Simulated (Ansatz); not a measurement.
# Au (Im-3m) in Ansatz: notebook

Runs on Au. Level: r2SCAN. Tasks: relaxation of cell and atoms.

Program: Ansatz 0.2.0. These are calculated values, not measurements. Logs are shortened: lines on timing, memory, paths and dates and some standing lists are left out, and cuts for length are marked.

**1. Starting point**

The structure is cubic, space group Im-3m (No. 229). Conventional cell: a = 3.315 Å, b = 3.315 Å, c = 3.315 Å, α = 90.00°, β = 90.00°, γ = 90.00°. Au (site symmetry m-3m) has 8 Au at 2.87 Å as nearest neighbours.

This isn't the form of Au at room conditions, which is fcc.

**2. Relaxation of cell and atoms, r2SCAN**

The input, input.yaml:

```yaml
crystal:
  lattice:
    - [-1.657269, 1.657269, 1.657269]
    - [1.657269, -1.657269, 1.657269]
    - [1.657269, 1.657269, -1.657269]
  atoms:
    - { symbol: Au, position: [0.0, 0.0, 0.0] }
hamiltonian:
  xc: r2scan
  pseudopotentials: { kind: paw }
kpoints:
  mp_grid: { grid: [11, 11, 11] }
scf:
  occupations: { method: fermi_dirac, width: 0.05 }
output:
  forces: true
  stress: true
  eigenvalues: true
relax:
  f_tol: 0.01
  max_steps: 40
  cell: { stress_tol: 0.05 }
```

Potentials or basis: Ansatz PAW.

Started as:

```sh
> ansatz run input.yaml --threads 2 --pin off --max-ram 5632MiB --backend cpu --events-out ev --progress --plain --runs-dir out
```

The log of the run:

```text
Warning: RAYON_NUM_THREADS=2 ignored (pool sized by the plan → 2); use --threads N
Engine: ansatz 0.2.0, x86_64-unknown-linux-gnu
Pseudopotentials: kind: paw
Pseudopotential: Au, paw, valence charge 19, recommended cutoff 500 eV (meta_gga), Au.paw.azcp
Functional definition: r2SCAN
  parameter k0 = 0.174
  parameter k1 = 0.065
  parameter a1 = 4.9479
  exchange = r2scan_x(k0 = k0, k1 = k1, a1 = a1)
  correlation = r2scan_c
Crystal: 1 atoms, lattice volume = 18.207 Å³
Basis set: ecut = 500 eV, 459 PW (Γ), exchange–correlation on 96×96×96 points (64 copies of the dense FFT grid, shifted against one another)
Bands: 14, of which v1, the nominal top of the filled ones, is band 10 counted from 1 (9 counted from 0)
Symmetry: 48 space group operations
Space group: Im-3m (ITA 229), of the structure as read, at distance tolerance 2.6e-5 Å
k-points: 56 of 1331
Non-local potential: Au, projectors of the file, l = 0: 3, l = 1: 2, l = 2: 2, l = 3: 1
PAW form: soft (Blöchl's): semilocal exchange-correlation on the pseudo side does not see the compensation charge
PAW frozen core: Au, regenerated for the run's functional (the file was generated under x = pbe(κ = 0.804, μ = 0.2195149727645171), c = pbe(β = 0.06672455060314922))
PAW one-centre angular grid: Au, 590 points (default); XC on 160 Gauss nodes
Initial density: superposition of atomic densities (neutral atoms: chi_scale 0, normalization atom), corrected by the library's trained network
Initial wavefunctions: pseudopotential atomic-orbital guess
Functional: x = r2scan, c = r2scan; τ floored in thin density (d = 2e-4 eV/Å³)
SCF iter   1: F=—  HF=-13163.487450 eV  |F-HF|=—  |Δ(HF+E_count)|=         —  Δρ=1.58e-2  dr2=4.83e-2  dr2_τ=3.35e-3  ethr=1.77e-3  ⟨swp⟩=5.3  Hψ=4128  notcnv=0
preconditioner: auto → Kerker (q_TF=auto, 2.748 Å⁻¹)  [metal: Δε(μ)=0.048 eV  Ē_g=16.459 eV  σ=0.050 eV  W_gap=0.23  n_scr=12 (ndim 8)  ℏωp=28.9 eV  f_vac=0.000  D(μ)=0.71/eV (n_scr^D=0)]
SCF iter   2: F=—  HF=-13163.476700 eV  |F-HF|=—  |Δ(HF+E_count)|=   1.08e-2  Δρ=6.16e-3  dr2=6.73e-3  dr2_τ=1.25e-3  ethr=2.54e-4  ⟨swp⟩=2.0  Hψ=1461  notcnv=0  defer=20
SCF iter   3: F=—  HF=-13163.477337 eV  |F-HF|=—  |Δ(HF+E_count)|=   6.38e-4  Δρ=2.32e-3  dr2=7.91e-4  dr2_τ=3.22e-5  ethr=3.54e-5  ⟨swp⟩=2.3  Hψ=1212  notcnv=0  defer=20
SCF iter   4: F=—  HF=-13163.477635 eV  |F-HF|=—  |Δ(HF+E_count)|=   2.98e-4  Δρ=6.78e-4  dr2=5.18e-5  dr2_τ=5.25e-6  ethr=4.16e-6  ⟨swp⟩=2.1  Hψ=1245  notcnv=0  defer=20
SCF iter   5: F=—  HF=-13163.477653 eV  |F-HF|=—  |Δ(HF+E_count)|=   1.87e-5  Δρ=1.71e-4  dr2=6.21e-6  dr2_τ=3.04e-7  ethr=2.72e-7  ⟨swp⟩=2.0  Hψ=1096  notcnv=0  defer=20
SCF iter   6: F=—  HF=-13163.477655 eV  |F-HF|=—  |Δ(HF+E_count)|=   1.09e-6  Δρ=3.41e-5  dr2=2.17e-7  dr2_τ=4.48e-9  ethr=3.27e-8  ⟨swp⟩=2.0  Hψ=1061  notcnv=0  defer=20
SCF iter   7: F=-13163.477655 eV  HF=-13163.477655 eV  |F-HF|=1.34e-9  |Δ(HF+E_count)|=   1.07e-8  Δρ=2.48e-6  dr2=5.61e-10  dr2_τ=2.77e-10  ethr=5.26e-10  ⟨swp⟩=6.1  Hψ=3394  notcnv=0
SCF 1 converged in 7 iterations: F = -13163.477655 eV  dr2 = 5.61e-10
relax step   1: F+E_penalty+E_count = -13163.47765461 eV  Δ(F+E_penalty+E_count) = +0.000e0 eV  max|allowed force component| = 0.000e0 eV/Å  Δτ_max = 0.0000 Å  P = -4.147 GPa  Ω = 18.207 Å³  (7 SCF iters, dr2 threshold 1.00e-7 eV, accepted)
Crystal: 1 atoms, lattice volume = 16.755 Å³
Basis set: ecut = 500 eV, 429 PW (Γ), exchange–correlation on 96×96×96 points (64 copies of the dense FFT grid, shifted against one another)
Initial density: handed on by an earlier stage of this run
Initial wavefunctions: those handed on with the density
iter 1 solved again at ethr=8.10e-5 eV; its pass at ethr=3.10e-3 eV (dr2=1.54e-2 eV) is discarded
SCF iter   1: F=—  HF=-13163.246548 eV  |F-HF|=—  |Δ(HF+E_count)|=         —  Δρ=9.26e-3  dr2=1.54e-2  dr2_τ=2.01e-1  ethr=8.10e-5  ⟨swp⟩=1.0  Hψ=5657  notcnv=0
preconditioner: auto → Kerker (q_TF=auto, 2.786 Å⁻¹)  [metal: Δε(μ)=0.049 eV  Ē_g=17.282 eV  σ=0.050 eV  W_gap=0.24  n_scr=12 (ndim 8)  ℏωp=30.1 eV  f_vac=0.000  D(μ)=0.71/eV (n_scr^D=12)]
SCF iter   2: F=—  HF=-13163.460768 eV  |F-HF|=—  |Δ(HF+E_count)|=   2.14e-1  Δρ=2.16e-3  dr2=2.96e-4  dr2_τ=5.53e-4  ethr=8.09e-5  ⟨swp⟩=2.1  Hψ=1350  notcnv=0
SCF iter   3: F=—  HF=-13163.461146 eV  |F-HF|=—  |Δ(HF+E_count)|=   3.78e-4  Δρ=1.26e-3  dr2=1.20e-4  dr2_τ=1.61e-5  ethr=1.56e-6  ⟨swp⟩=2.2  Hψ=1320  notcnv=0
SCF iter   4: F=—  HF=-13163.461256 eV  |F-HF|=—  |Δ(HF+E_count)|=   1.10e-4  Δρ=3.92e-4  dr2=2.20e-5  dr2_τ=9.01e-7  ethr=6.33e-7  ⟨swp⟩=2.5  Hψ=1243  notcnv=0
SCF iter   5: F=—  HF=-13163.461266 eV  |F-HF|=—  |Δ(HF+E_count)|=   9.82e-6  Δρ=1.36e-4  dr2=3.64e-6  dr2_τ=1.09e-7  ethr=1.16e-7  ⟨swp⟩=2.4  Hψ=1129  notcnv=0
SCF iter   6: F=—  HF=-13163.461266 eV  |F-HF|=—  |Δ(HF+E_count)|=   1.10e-7  Δρ=3.63e-5  dr2=2.52e-7  dr2_τ=9.43e-9  ethr=1.92e-8  ⟨swp⟩=2.2  Hψ=1036  notcnv=0
[... 17 lines left out ...]
relax step   3: F+E_penalty+E_count = -13163.48503297 eV  Δ(F+E_penalty+E_count) = -7.378e-3 eV  max|allowed force component| = 0.000e0 eV/Å  Δτ_max = 0.0000 Å  P = -0.511 GPa  Ω = 17.726 Å³  energy of the carried Pulay correction = +2.193e-4 eV  (10 SCF iters, accepted)
Crystal: 1 atoms, lattice volume = 17.665 Å³
iter 1 solved again at ethr=1.72e-7 eV; its pass at ethr=3.10e-3 eV (dr2=3.27e-5 eV) is discarded
SCF iter   1: F=—  HF=-13163.484752 eV  |F-HF|=—  |Δ(HF+E_count)|=         —  Δρ=4.52e-4  dr2=3.93e-5  dr2_τ=3.40e-4  ethr=1.72e-7  ⟨swp⟩=2.4  Hψ=5150  notcnv=0
preconditioner: auto → Kerker (q_TF=auto, 2.762 Å⁻¹)  [metal: Δε(μ)=0.029 eV  Ē_g=16.671 eV  σ=0.050 eV  W_gap=0.14  n_scr=12 (ndim 8)  ℏωp=29.3 eV  f_vac=0.000  D(μ)=0.80/eV (n_scr^D=12)]
SCF iter   2: F=—  HF=-13163.485158 eV  |F-HF|=—  |Δ(HF+E_count)|=   4.06e-4  Δρ=1.31e-4  dr2=1.56e-6  dr2_τ=1.91e-6  ethr=1.72e-7  ⟨swp⟩=2.1  Hψ=1131  notcnv=0
SCF iter   3: F=—  HF=-13163.485159 eV  |F-HF|=—  |Δ(HF+E_count)|=   7.23e-7  Δρ=6.93e-5  dr2=3.52e-7  dr2_τ=6.50e-8  ethr=5.26e-10  ⟨swp⟩=5.9  Hψ=3756  notcnv=0
SCF iter   4: F=-13163.485159 eV  HF=-13163.485159 eV  |F-HF|=4.52e-8  |Δ(HF+E_count)|=   2.97e-7  Δρ=2.06e-5  dr2=8.80e-8  dr2_τ=4.50e-9  ethr=5.26e-10  ⟨swp⟩=5.5  Hψ=3634  notcnv=0
SCF 4 converged in 4 iterations: F = -13163.485159 eV  dr2 = 8.80e-8
relax step   4: F+E_penalty+E_count = -13163.48515880 eV  Δ(F+E_penalty+E_count) = -1.258e-4 eV  max|allowed force component| = 0.000e0 eV/Å  Δτ_max = 0.0000 Å  P = -0.011 GPa  Ω = 17.665 Å³  energy of the carried Pulay correction = +2.470e-4 eV  (4 SCF iters, dr2 threshold 1.00e-7 eV, accepted)
Initial wavefunctions: pseudopotential atomic-orbital guess (no wavefunctions were taken with the density)
iter 1 solved again at ethr=1.03e-9 eV; its pass at ethr=3.10e-3 eV (dr2=1.96e-7 eV) is discarded
SCF iter   1: F=—  HF=-13163.484926 eV  |F-HF|=—  |Δ(HF+E_count)|=         —  Δρ=8.02e-5  dr2=1.85e-7  dr2_τ=1.03e-6  ethr=1.03e-9  ⟨swp⟩=4.1  Hψ=6804  notcnv=0
preconditioner: auto → Kerker (q_TF=auto, 2.762 Å⁻¹)  [metal: Δε(μ)=0.027 eV  Ē_g=16.668 eV  σ=0.050 eV  W_gap=0.13  n_scr=12 (ndim 8)  ℏωp=29.3 eV  f_vac=0.000  D(μ)=0.80/eV (n_scr^D=12)]
SCF iter   2: F=—  HF=-13163.484927 eV  |F-HF|=—  |Δ(HF+E_count)|=   2.44e-7  Δρ=4.25e-5  dr2=5.02e-8  dr2_τ=6.08e-8  ethr=9.71e-10  ⟨swp⟩=2.5  Hψ=1093  notcnv=0
SCF iter   3: F=—  HF=-13163.484927 eV  |F-HF|=—  |Δ(HF+E_count)|=   8.86e-8  Δρ=2.91e-6  dr2=9.60e-10  dr2_τ=1.16e-10  ethr=2.64e-10  ⟨swp⟩=2.0  Hψ=1089  notcnv=0
SCF iter   4: F=—  HF=-13163.484927 eV  |F-HF|=—  |Δ(HF+E_count)|=   1.83e-9  Δρ=1.23e-6  dr2=1.30e-10  dr2_τ=1.83e-11  ethr=5.06e-12  ⟨swp⟩=2.0  Hψ=1095  notcnv=0
SCF iter   5: F=-13163.484927 eV  HF=-13163.484927 eV  |F-HF|=2.00e-11  |Δ(HF+E_count)|=  2.86e-10  Δρ=2.26e-7  dr2=2.36e-12  dr2_τ=2.75e-12  ethr=1.00e-12  ⟨swp⟩=4.3  Hψ=3591  notcnv=0
SCF 5 converged in 5 iterations: F = -13163.484927 eV  dr2 = 2.36e-12
relax step   5: F+E_penalty+E_count = -13163.48492663 eV  Δ(F+E_penalty+E_count) = +2.322e-4 eV  max|allowed force component| = 0.000e0 eV/Å  Δτ_max = 0.0000 Å  P = -0.020 GPa  Ω = 17.665 Å³  stress off target by 1.98e-2 GPa  SCF on the basis re-selected at this cell (its energy is not comparable with the rows above)  (5 SCF iters)
basis re-selected at this cell: Δ(F+E_penalty+E_count) = +2.322e-4 eV, ΔP = -0.009 GPa vs the last step (what re-selecting the basis moved, of the pressure what is left beyond the Pulay correction that the steps carried, after the strain that the cell walked since its last selection, with what the two solves' SCF thresholds leave and, on support functions, any second-order correction that the steps lacked; it is no measure of the basis error at this ecutwfc). This SCF's stress stands 1.98e-2 GPa from its target on what of the cell is left free (relax.cell.stress_tol is 5.00e-2 GPa) and its largest allowed force component is 0.00e0 eV/Å (relax.f_tol is 1.00e-2 eV/Å): within both
SCF converged after 5 iterations
Free energy (F): -13163.484927 eV
Harris-Foulkes:  -13163.484927 eV  (|F-HF|=2.00e-11)
Internal energy: -13163.479232 eV  (E = F + TS)
E sigma→0 (E₀):  -13163.482080 eV
Entropy (-TS):   -0.005694 eV (-5.694 meV/atom)
Fermi energy:    19.424104 eV
--- Per-component energies (eV) ---
  E_band       = -241.774890
  E_kinetic    = 605.382650
  E_local      = -1763.453223  (includes V_loc(G=0)·N_el)
  E_nonlocal   = 75.939180
  E_hartree    = 750.714833
  E_xc         = -217.949996
  E_vxc        = -306.514882  (∫ρ·V_xc dr)
  E_paw        = -9731.317104  (= ΣΔE_a)
  E_vpaw       = -375.474160  (= ΣTr[D̂ρ^β])
  E_aug_tail   = 0.000774  (compensation charges beyond the density's cutoff)
  E_vtau       = 20.915060  (kinetic-family band-sum trace: ∫τ·v_τ [+ j·A + Jᵃ·Aᵃ] dr)
  E_ewald      = -2882.620023
  E_core_change = -0.176324  (= ΣΔE_core)
  E_smearing   = -0.005694  (= −TS)
  E_closure    = 0.000000  (closes the sum)
  Σ components = -13163.484927   (vs F -13163.484927, Δ=0.00e0)
--- Forces (eV/Å), atoms counted from 1 ---
  atom   1  Au     0.00000000     0.00000000     0.00000000
  max |Σ_I F_I| component: 4.77e-31 eV/Å
--- Stress (GPa, compression-positive) ---
       -0.019828      -0.000000       0.000000
        0.000000      -0.019828       0.000000
        0.000000       0.000000      -0.019828
  P = ⅓ Tr σ = -0.0198 GPa (-0.198 kbar)
--- Band table (eV; the first three rows and the last of 56) ---
  k-point 0: bands = ["-87.9994", "-38.7701", "-38.7701", "-38.7701", "9.8417", "14.5751", "14.5751", "14.5751", "16.4448", "16.4448", "36.7442", "36.7442", "36.7442", "44.1078"]
  k-point 1: bands = ["-87.9984", "-38.7871", "-38.7764", "-38.7699", "10.1467", "14.4834", "14.5858", "14.7866", "16.3403", "16.4511", "36.6083", "36.7799", "37.1188", "41.6752"]
  k-point 2: bands = ["-87.9958", "-38.8323", "-38.7930", "-38.7693", "10.9822", "14.2456", "14.6233", "15.3889", "16.1681", "16.4744", "34.7584", "36.1914", "38.1572", "39.9974"]
  k-point 55: bands = ["-87.9775", "-38.9314", "-38.9293", "-38.9293", "12.7842", "12.8114", "17.4175", "17.4175", "17.5243", "24.9339", "26.5067", "26.5067", "30.2394", "35.8035"]
--- Relaxed structure (4 steps of the walk, 3 accepted, 1 SCFs on fresh bases) ---
  F+E_penalty+E_count = -13163.48492663 eV   max|allowed force component| = 0.000e0 eV/Å   (the final SCF, on the basis selected at the relaxed cell)
  cell:  # Å, volume = 17.6654 Å³
    - [-1.640671095756435, 1.640671095756435, 1.640671095756435]
    - [1.640671095756435, -1.640671095756435, 1.640671095756435]
    - [1.640671095756435, 1.640671095756435, -1.640671095756435]
  atoms:
    - { symbol: Au, position: [0.0, 0.0, 0.0] }
```

It took 8.6 s on 2 threads of Intel Xeon Platinum 8375C at 2.90GHz (Ice Lake), shared host; peak memory 0.38 GiB.

What came out:

```
Free energy                            : -13163.4849 eV
Relaxed volume                         : 17.67 Å³/atom
Relaxed cell                           : a = 2.842 Å, b = 2.842 Å, c = 2.842 Å, α = 109.47°, β = 109.47°, γ = 109.47°
Space group after relaxing (to 0.05 Å) : Im-3m (No. 229)
Energy gained by relaxing              : 7.3 meV/atom
Ionic steps                            : 4
Pressure after relaxing                : 0.0 GPa
Band gap on the k mesh                 : none (metal or under the smearing width)
```

The path:
```
step  energy change (eV)  largest force (eV/Å)  volume (Å³)
   1              0.0000                0.0000        18.21
   2             -0.0074                0.0000        17.73
   3             -0.0075                0.0000        17.67
   4             -0.0073                0.0000        17.67
```

Final structure:
```
CELL_PARAMETERS angstrom
-1.64067 1.64067 1.64067
1.64067 -1.64067 1.64067
1.64067 1.64067 -1.64067
ATOMIC_POSITIONS crystal
Au 0.00000 0.00000 0.00000
```

Caveat: the plane-wave basis is chosen anew once the cell has moved, so the energies of steps on either side of that aren't comparable; the PAW data sets come from PBE, with cores solved anew for the run's functional, which leaves a small shift of forces and pressure. The run has no spin-orbit coupling, so splittings on Au are missing.

**3. Relaxation of cell and atoms, r2SCAN, target pressure 2 GPa, at which the enthalpy is minimised**

Edit input.yaml of step 2 so:

```diff
@@ -18,2 +18,6 @@
   eigenvalues: true
+  write_density: true
+  write_potential: true
+  elf: true
+  volumetric_format: npy
 relax:
@@ -21,2 +25,2 @@
   max_steps: 40
-  cell: { stress_tol: 0.05 }
+  cell: { stress_tol: 0.05, p_target: 2.0 }
```

Potentials or basis: Ansatz PAW.

Started as:

```sh
> ansatz run input.yaml --threads 2 --pin off --max-ram 5632MiB --backend cpu --events-out ev --progress --plain --runs-dir out
```

Wall time 9.2 s (2 threads of Intel Xeon Platinum 8375C at 2.90GHz (Ice Lake), shared host); peak memory 0.39 GiB.

Results (log left out):

| Quantity | Value |
| --- | --- |
| Free energy | -13163.4836 eV |
| Relaxed volume | 17.44 Å³/atom |
| Relaxed cell | a = 2.829 Å, b = 2.829 Å, c = 2.829 Å, α = 109.47°, β = 109.47°, γ = 109.47° |
| Space group after relaxing (to 0.05 Å) | Im-3m (No. 229) |
| Energy change on relaxing (the enthalpy is what falls) | -5.9 meV/atom |
| Ionic steps | 4 |
| Pressure after relaxing | 2.0 GPa |
| Band gap on the k mesh | none (metal or under the smearing width) |

The path:
```
step  energy change (eV)  largest force (eV/Å)  volume (Å³)
   1              0.0000                0.0000        18.21
   2             -0.0073                0.0000        17.57
   3             -0.0062                0.0000        17.44
   4             -0.0059                0.0000        17.44
```

Final structure:
```
Au
1.0
    -1.63357    1.63357    1.63357
     1.63357   -1.63357    1.63357
     1.63357    1.63357   -1.63357
Au
1
Direct
  0.00000 0.00000 0.00000
```

Levels at points of the mesh, in eV from the Fermi level:
| k point | band 8 | band 9 | band 10 | band 11 | band 12 | band 13 |
| --- | --- | --- | --- | --- | --- | --- |
| (0.00, 0.00, 0.00) | -4.92 | -3.01 | -3.01 | 17.33 | 17.33 | 17.33 |

Caveat: the plane-wave basis is chosen anew once the cell has moved, so the energies of steps on either side of that aren't comparable; the PAW data sets come from PBE, with cores solved anew for the run's functional, which leaves a small shift of forces and pressure. Spin-orbit coupling is left out, which matters for the levels of Au.

**4. Relaxation of cell and atoms, r2SCAN, target pressure 5 GPa, at which the enthalpy is minimised**

Edit input.yaml of step 3 so:

```diff
@@ -18,6 +18,2 @@
   eigenvalues: true
-  write_density: true
-  write_potential: true
-  elf: true
-  volumetric_format: npy
 relax:
@@ -25,2 +21,2 @@
   max_steps: 40
-  cell: { stress_tol: 0.05, p_target: 2.0 }
+  cell: { stress_tol: 0.05, p_target: 5.0 }
```

Started as:

```sh
> ansatz run input.yaml --threads 2 --pin off --max-ram 5632MiB --backend cpu --events-out ev --progress --plain --runs-dir out
```

Run time: 8.4 s. Hardware: 2 threads of Intel Xeon Platinum 8375C at 2.90GHz (Ice Lake), shared host; peak memory 0.4 GiB.

It converged, with:

```
Free energy                                            : -13163.4769 eV
Relaxed volume                                         : 17.13 Å³/atom
Relaxed cell                                           : a = 2.813 Å, b = 2.813 Å, c = 2.813 Å, α = 109.47°, β = 109.47°, γ = 109.47°
Space group after relaxing (to 0.05 Å)                 : Im-3m (No. 229)
Energy change on relaxing (the enthalpy is what falls) : +0.8 meV/atom
Ionic steps                                            : 4
Pressure after relaxing                                : 5.0 GPa
Band gap on the k mesh                                 : none (metal or under the smearing width)
```

Step by step:
| step | energy change (eV) | largest force (eV/Å) | volume (Å³) |
| --- | --- | --- | --- |
| 1 | 0.0000 | 0.0000 | 18.21 |
| 2 | -0.0046 | 0.0000 | 17.33 |
| 3 | 0.0003 | 0.0000 | 17.13 |
| 4 | 0.0008 | 0.0000 | 17.13 |

Final structure:
```
CELL_PARAMETERS angstrom
-1.62384 1.62384 1.62384
1.62384 -1.62384 1.62384
1.62384 1.62384 -1.62384
ATOMIC_POSITIONS crystal
Au 0.00000 0.00000 0.00000
```

Levels at points of the mesh, in eV from the Fermi level:
```tsv
k point	band 7	band 8	band 9	band 10	band 11	band 12
(0.00, 0.00, 0.00)	-5.02	-5.02	-3.05	-3.05	17.34	17.34
```

Caveat: the plane-wave basis is chosen anew once the cell has moved, so the energies of steps on either side of that aren't comparable; the PAW data sets come from PBE, with cores solved anew for the run's functional, which leaves a small shift of forces and pressure. Spin-orbit coupling is left out, which matters for the levels of Au.

(Continued in part 2 of 2.)
